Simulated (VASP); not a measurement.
# GaP (I-4m2) in VASP: a series of runs

One crystal, GaP, is run at these levels: PBEsol; tasks: single point, relaxation of the atoms.

All numbers are computed with VASP 6.6.1; they aren't measurements. Logs are shortened: lines on timing, memory, paths and dates and some standing lists are left out, and cuts for length are marked.

**1. The cell of the first run**

It takes space group I-4m2 (No. 119, tetragonal). Conventional cell: a = 3.828 Å, b = 3.828 Å, c = 5.520 Å, α = 90.00°, β = 90.00°, γ = 90.00°. Ga (site symmetry -4m2) is surrounded by 4 P at 2.36 Å. P (site symmetry -4m2) is surrounded by 4 Ga at 2.36 Å.

The cell was built by a generator and isn't the measured one.

**2. Single point, PBEsol (strained cell)**

File INCAR:

```
SYSTEM = GaP
  ALGO = Normal
  EDIFF = 1E-6
  ENCUT = 520
  GGA = PS
  ISIF = 2
  ISMEAR = 0
  LASPH = .True.
  LCHARG = .True.
  LELF = .True.
  LREAL = .False.
  LVHAR = .True.
  LWAVE = .False.
  NBANDS = 16
  NELM = 100
  PREC = Accurate
  SIGMA = 0.02
```

File KPOINTS:

```
k-points
0
Gamma
  8 8 8
  0 0 0
```

File POSCAR:

```
GaP
1.0
    0.0000000000      2.7069843382      2.7600132171
    2.7069843382      0.0000000000      2.7600132171
    2.7069843382      2.7069843382      0.0000000000
Ga P
1 1
Direct
    0.0000000000      0.0000000000      0.0000000000
    0.2500000000      0.2500000000      0.2500000000
```

Potentials or basis: VASP PAW PBE potentials, release 64 (Ga_d, P).

Run with:

```console
cat potpaw_PBE.64/Ga_d/POTCAR potpaw_PBE.64/P/POTCAR > POTCAR
mpirun -np 1 vasp_std > vasp.out
```

OUTCAR:

```text
SYSTEM = GaP
   EDIFF = 1E-6
   ENCUT = 520
   GGA = PS
   ISIF = 2
   ISMEAR = 0
   LASPH = .True.
   LREAL = .False.
   NELM = 100
   PREC = Accurate

 ion  position               nearest neighbor table
   1  0.000  0.000  0.000-   2 2.36   2 2.36   2 2.36   2 2.36
   2  0.250  0.250  0.250-   1 2.36   1 2.36   1 2.36   1 2.36

  LATTYP: Found a body centered tetragonal cell.
 ALAT       =     3.8282539642
 C/A-ratio  =     1.4419175127

  Lattice vectors:

 A1 = (  -2.7069843382,   0.0000000000,   2.7600132171)
 A2 = (   2.7069843382,   0.0000000000,   2.7600132171)
 A3 = (   0.0000000000,   2.7069843382,  -2.7600132171)

Analysis of symmetry for initial positions (statically):
=====================================================================
 Subroutine PRICEL returns:
 Original cell was already a primitive cell.

 Routine SETGRP: Setting up the symmetry group for a
 body centered tetragonal supercell.

 Subroutine GETGRP returns: Found  8 space group operations
 (whereof  8 operations were pure point group operations)
 out of a pool of 16 trial point group operations.

The static configuration has the point symmetry D_2d.

Analysis of symmetry for dynamics (positions and initial velocities):
=====================================================================
 Subroutine PRICEL returns:
 Original cell was already a primitive cell.

 Routine SETGRP: Setting up the symmetry group for a
 body centered tetragonal supercell.

 Subroutine GETGRP returns: Found  8 space group operations
 (whereof  8 operations were pure point group operations)
 out of a pool of 16 trial point group operations.

The dynamic configuration has the point symmetry D_2d.

 Subroutine INISYM returns: Found  8 space group operations
 (whereof  8 operations are pure point group operations),
 and found     1 'primitive' translations

----------------------------------------------------------------------------------------

                                     Primitive cell

  volume of cell :      40.4495

  direct lattice vectors                    reciprocal lattice vectors
     0.000000000  2.706984338  2.760013217    -0.184707386  0.184707386  0.181158553
     2.706984338  0.000000000  2.760013217     0.184707386 -0.184707386  0.181158553
     2.706984338  2.706984338  0.000000000     0.184707386  0.184707386 -0.181158553

  length of vectors
     3.865932897  3.865932897  3.828253964     0.317886863  0.317886863  0.317886863

  position of ions in fractional coordinates (direct lattice)
     0.000000000  0.000000000  0.000000000
     0.250000000  0.250000000  0.250000000

  ion indices of the primitive-cell ions
   primitive index   ion index
                 1           1
                 2           2

----------------------------------------------------------------------------------------

 KPOINTS: k-points

Automatic generation of k-mesh.
 Grid dimensions read from file:
 generate k-points for:    8    8    8

 Generating k-lattice:

  Cartesian coordinates                     Fractional coordinates (reciprocal lattice)
    -0.023088423  0.023088423  0.022644819     0.125000000  0.000000000  0.000000000
     0.023088423 -0.023088423  0.022644819     0.000000000  0.125000000  0.000000000
     0.023088423  0.023088423 -0.022644819     0.000000000  0.000000000  0.125000000

  Length of vectors
     0.039735858  0.039735858  0.039735858

  Shift w.r.t. Gamma in fractional coordinates (k-lattice)
     0.000000000  0.000000000  0.000000000

 Subroutine IBZKPT returns following result:
 ===========================================

 Found     59 irreducible k-points:

 Following reciprocal coordinates:
            Coordinates               Weight
  0.000000  0.000000  0.000000      1.000000
  0.125000  0.000000  0.000000      8.000000
  0.250000  0.000000  0.000000      8.000000
  0.375000  0.000000  0.000000      8.000000
  0.500000  0.000000  0.000000      4.000000
  0.125000  0.125000  0.000000      2.000000
[... 16 lines left out ...]
  0.250000  0.000000  0.125000     16.000000
  0.375000  0.000000  0.125000     16.000000
 [... further k-points ...]
   k-points           NKPTS =     59   k-points in BZ     NKDIM =     59   number of bands    NBANDS=     16
   number of dos      NEDOS =    301   number of ions     NIONS =      2
   total plane-waves  NPLWV =  25200
   dimension x,y,z NGX =    30 NGY =   30 NGZ =   28
   dimension x,y,z NGXF=    60 NGYF=   60 NGZF=   56
   ions per type =               1   1
   NGX,Y,Z   is equivalent  to a cutoff of  12.90, 12.90, 12.16 a.u.
   NGXF,Y,Z  is equivalent  to a cutoff of  25.80, 25.80, 24.32 a.u.
 SYSTEM =  GaP
   PREC   = accura    normal or accurate (medium, high low for compatibility)
   ISTART =      0    job   : 0-new  1-cont  2-samecut
   ICHARG =      2    charge: 1-file 2-atom 10-const
   ISPIN  =      1    spin polarized calculation?
   LNONCOLLINEAR =      F non collinear calculations
   LSORBIT =      F    spin-orbit coupling
   LASPH  =      T    aspherical Exc in radial PAW
   ENCUT  =  520.0 eV  38.22 Ry    6.18 a.u.   7.19  7.19  7.12*2*pi/ulx,y,z
   NELM   =    100;   NELMIN=  2; NELMDL= -5     # of ELM steps
   EDIFF  = 0.1E-05   stopping-criterion for ELM
   LREAL  =      F    real-space projection
   EDIFFG = 0.1E-04   stopping-criterion for IOM
   NSW    =      0    number of steps for IOM
   IBRION =     -1    ionic relax: 0-MD 1-quasi-New 2-CG
   NFREE  =      0    steps in history (QN), initial steepest desc. (CG)
   ISIF   =      2    stress and relaxation
   ISYM   =      2    0-nonsym 1-usesym 2-fastsym
   POTIM  = 0.5000    time-step for ionic-motion
   TEBEG  =    0.0;   TEEND  =   0.0 temperature during run
   PSTRESS=    0.0 pullay stress
   NELECT =      18.0000    total number of electrons
   NUPDOWN=      -1.0000    fix difference up-down
   EMIN   =  10.00;   EMAX   =-10.00  energy-range for DOS
   EFERMI =   0.00;   METHOD = LEGACY
   ISMEAR =     0;   SIGMA  =   0.02  broadening in eV -4-tet -1-fermi 0-gaus
   EFERMI_NEDOS =   21; number of points for ismear=-14 and -15
   IALGO  =     38    algorithm
   IMIX   =      4    mixing-type and parameters
     AMIX     =   0.40;   BMIX     =  1.00
     AMIX_MAG =   1.60;   BMIX_MAG =  1.00
  volume/ion in A,a.u.               =      20.22       136.48
  Fermi-wavevector in a.u.,A,eV,Ry     =   1.249860  2.361893 21.254349  1.562151
  Thomas-Fermi vector in A             =   2.383881
   LORBIT       =      0    0 simple, 1 ext, 2 COOP (PROOUT), +10 PAW based schemes
   GGA     = PS    functional components
   LHFCALC =     F    Hartree Fock is set to
   AEXX    =    0.0000 exact exchange contribution
   IVDW    =     0    specifies the selected vdW correction
   LEPSILON=     F    determine dielectric tensor
   LRPA    =     F    only Hartree local field effects (RPA)
 non-spin polarized calculation
 Gauss-broadening in eV      SIGMA  =   0.02
  energy-cutoff  :      520.00
  volume of cell :       40.45
 maximum number of plane-waves:      1106
 NGX is ok and might be reduce to    30
   NGX = 15   NGY = 15   NGZ = 15

 number of electron      18.0000004 magnetization

 Free energy of the ion-electron system (eV)
  ---------------------------------------------------
  ext. energy  EPLUGINS =         0.00000000
  ---------------------------------------------------
  free energy    TOTEN  =        -9.91826332 eV

  energy without entropy =       -9.91826332  energy(sigma->0) =       -9.91826332

 E-fermi :   4.7206     XC(G=0): -10.0252

 val. band max:        4.6140981231   @ k =   0.0000   0.0000   0.0000
 cond. band min:       6.0404383448   @ k =   0.3750   0.0000   0.3750
 fundamental gap:      1.4263402216
 Fermi energy:         4.7205867430

 k-point     1 :       0.0000    0.0000    0.0000
  band No.  band energies     occupation
      1      -9.9697      2.00000
      2      -9.9639      2.00000
      3      -9.9639      2.00000
      4      -9.8663      2.00000
      5      -9.8639      2.00000
      6      -7.9526      2.00000
[... 8 lines left out ...]
     15      14.1657      0.00000
     16      14.5287      0.00000

 k-point     2 :       0.1250    0.0000    0.0000
  band No.  band energies     occupation
      1      -9.9801      2.00000
      2      -9.9627      2.00000
      3      -9.9592      2.00000
      4      -9.8666      2.00000
      5      -9.8637      2.00000
      6      -7.7486      2.00000
[... 8 lines left out ...]
     15      13.8276      0.00000
     16      14.0752      0.00000

 k-point     3 :       0.2500    0.0000    0.0000
  band No.  band energies     occupation
      1     -10.0104      2.00000
      2      -9.9528      2.00000
      3      -9.9492      2.00000
      4      -9.8658      2.00000
      5      -9.8619      2.00000
      6      -7.1701      2.00000
[... 8 lines left out ...]
     15      13.5471      0.00000
     16      14.3127      0.00000

 k-point     4 :       0.3750    0.0000    0.0000
  band No.  band energies     occupation
      1     -10.0379      2.00000
      2      -9.9450      2.00000
      3      -9.9415      2.00000
      4      -9.8627      2.00000
      5      -9.8574      2.00000
      6      -6.3599      2.00000
[... 8 lines left out ...]
     15      14.6700      0.00000
     16      14.7788      0.00000
[... 324 lines left out ...]
 k-point    22 :       0.1250    0.0000    0.1250
  band No.  band energies     occupation
      1      -9.9871      2.00000
      2      -9.9600      2.00000
      3      -9.9550      2.00000
      4      -9.8703      2.00000
      5      -9.8610      2.00000
      6      -7.6778      2.00000
[... 8 lines left out ...]
     15      14.4176      0.00000
     16      14.5471      0.00000

 k-point    23 :       0.2500    0.0000    0.1250
  band No.  band energies     occupation
      1     -10.0118      2.00000
      2      -9.9496      2.00000
      3      -9.9455      2.00000
      4      -9.8737      2.00000
      5      -9.8577      2.00000
      6      -7.2204      2.00000
[... 8 lines left out ...]
     15      14.5063      0.00000
     16      15.5455      0.00000

 k-point    24 :       0.3750    0.0000    0.1250
  band No.  band energies     occupation
      1     -10.0364      2.00000
      2      -9.9416      2.00000
      3      -9.9374      2.00000
      4      -9.8723      2.00000
      5      -9.8545      2.00000
      6      -6.4682      2.00000
[... 8 lines left out ...]
     15      15.2298      0.00000
     16      15.5054      0.00000

 [... further k-points ...]

------------------------ aborting loop because EDIFF is reached ----------------------------------------

  FORCE on cell =-STRESS in cart. coord.  units (eV):
  Direction    XX          YY          ZZ          XY          YZ          ZX
  --------------------------------------------------------------------------------------
  -------------------------------------------------------------------------------------
  Total       -0.0221079     -0.0221079     -0.4014139      0.0000000      0.0000000      0.0000000
  in kB       -0.8756781     -0.8756781    -15.8997507      0.0000000      0.0000000      0.0000000
  external PRESSURE =      -5.8837023 kB  Pullay stress =       0.0000000 kB

 VOLUME and BASIS-vectors are now :
 -----------------------------------------------------------------------------
  energy-cutoff  :      520.00
  volume of cell :       40.45
      direct lattice vectors                 reciprocal lattice vectors
     0.000000000  2.706984338  2.760013217    -0.184707386  0.184707386  0.181158553
     2.706984338  0.000000000  2.760013217     0.184707386 -0.184707386  0.181158553
     2.706984338  2.706984338  0.000000000     0.184707386  0.184707386 -0.181158553

 POSITION                                       TOTAL-FORCE (eV/Angst)
 -----------------------------------------------------------------------------------
      0.00000      0.00000      0.00000         0.000000      0.000000      0.000000
      1.35349      1.35349      1.38001        -0.000000     -0.000000     -0.000000
 -----------------------------------------------------------------------------------
    total drift:                                0.000001      0.000001     -0.000009

  FREE ENERGIE OF THE ION-ELECTRON SYSTEM (eV)
  ---------------------------------------------------
  free  energy   TOTEN  =        -9.9182633241 eV

  energy  without entropy=       -9.9182633241  energy(sigma->0) =       -9.91826332
```

It took 21 s on 1 thread of Intel Xeon Platinum 8559C (Emerald Rapids), shared host; peak memory 0.18 GiB.

What came out:

```yaml
Free_energy: -9.9183 eV
Pressure: -0.6 GPa
Band_gap_on_the_k_mesh: 1.43 eV, indirect (least direct gap 1.72 eV)
```

Levels at points of the mesh, in eV from the valence-band top:
```csv
k point,band 6,band 7,band 8,band 9,band 10,band 11,band 12,band 13
"(0.00, 0.00, 0.00)",-12.57,-0.11,0.00,0.00,1.72,3.78,3.78,3.82
"(0.50, 0.00, 0.00)",-10.47,-6.74,-1.25,-1.09,1.54,4.55,4.69,8.06
"(0.50, 0.50, 0.00)",-9.62,-6.93,-2.66,-2.66,1.57,1.80,10.52,10.52
"(0.50, 0.00, 0.50)",-9.53,-6.81,-2.80,-2.79,1.43,1.62,10.48,10.49
```

Caveat: the PAW data sets were made with another functional, which shifts forces and pressure a little.

**3. Relaxation of the atoms, PBEsol (strained cell)**

File INCAR:

```
SYSTEM = GaP
PREC = Accurate
ENCUT = 520
EDIFF = 1E-6
ISMEAR = 0
SIGMA = 0.02
LREAL = .False.
LASPH = .True.
NELM = 100
ALGO = Normal
ISIF = 2
LWAVE = .False.
LCHARG = .False.
GGA = PS
IBRION = 2
NSW = 60
EDIFFG = -0.002
```

File KPOINTS:

```
Automatic mesh
0
Gamma
  8 8 8
  0 0 0
```

POSCAR is that of step 2.

Potentials or basis: VASP PAW PBE potentials, release 64 (Ga_d, P).

Run with:

```console
cat potpaw_PBE.64/Ga_d/POTCAR potpaw_PBE.64/P/POTCAR > POTCAR
mpirun -np 1 vasp_std > vasp.out
```

It took 17 s on 1 thread of Intel Xeon Platinum 8559C (Emerald Rapids), shared host; peak memory 0.18 GiB.

The run converged. Its results:

```yaml
Free_energy: -9.9183 eV
Pressure_after_relaxing: -0.6 GPa
Band_gap_on_the_k_mesh: 1.43 eV, indirect (least direct gap 1.72 eV)
```

Stress tensor (GPa, compression positive):
```
-0.07  0.00  0.00
 0.00 -0.07  0.00
 0.00  0.00 -1.57
```

Final structure:
```cif
data_structure
_symmetry_space_group_name_H-M 'P 1'
_symmetry_Int_Tables_number 1
_cell_length_a 3.8659
_cell_length_b 3.8659
_cell_length_c 3.8283
_cell_angle_alpha 60.322
_cell_angle_beta 60.322
_cell_angle_gamma 59.356
_cell_volume 40.45
loop_
_atom_site_label
_atom_site_type_symbol
_atom_site_fract_x
_atom_site_fract_y
_atom_site_fract_z
_atom_site_occupancy
Ga1 Ga 0.00000 0.00000 0.00000 1
P1 P 0.25000 0.25000 0.25000 1
```

Levels at points of the mesh, in eV from the valence-band top:
| k point | band 7 | band 8 | band 9 | band 10 | band 11 | band 12 |
| --- | --- | --- | --- | --- | --- | --- |
| (0.00, 0.00, 0.00) | -0.11 | 0.00 | 0.00 | 1.72 | 3.78 | 3.78 |
| (0.50, 0.00, 0.00) | -6.74 | -1.25 | -1.09 | 1.54 | 4.55 | 4.69 |
| (0.50, 0.50, 0.00) | -6.93 | -2.66 | -2.66 | 1.57 | 1.80 | 10.52 |
| (0.50, 0.00, 0.50) | -6.81 | -2.80 | -2.79 | 1.43 | 1.62 | 10.48 |

Caveat: the relaxation stopped at its first step, so nothing moved; the PAW data sets were made with another functional, which shifts forces and pressure a little.

[end of part 1 of 2]
